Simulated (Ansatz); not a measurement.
The system is LiF (Griceite).

```
F Li
1.0
     0.00000    2.01400    2.01400
     2.01400    0.00000    2.01400
     2.01400    2.01400    0.00000
F Li
1 1
Direct
  0.50000 0.50000 0.50000
  0.00000 0.00000 0.00000
```

Base run:

```yaml
Program: Ansatz 0.2.0
Functional: LDA
Potentials_or_basis: all-electron LAPW, scalar-relativistic
Cutoff: 286 eV
Density_cutoff: 1146 eV
Basis_error_allowed: 0.001 eV/atom
k_mesh: 11 × 11 × 11
Occupations: fermi-dirac, width 0.05 eV
Spin: no spin polarisation
```

Its results: band gap on the k mesh 8.82 eV, direct; pressure -6.4 GPa.

Task: After a change of settings the same cell gave: band gap on the k mesh 8.90 eV, direct; pressure -1.2 GPa. Which change was it?
A. functional from LDA to PBEsol
B. functional from LDA to PBE; occupations from fermi-dirac, width 0.05 eV to gaussian, width 0.05 eV
C. functional from LDA to RPBE; occupations from fermi-dirac, width 0.05 eV to gaussian, width 0.1 eV

Result: A.

PBEsol binds less tightly than LDA, so the same cell stands under more pressure.

Not every run made on this cell is shown here.
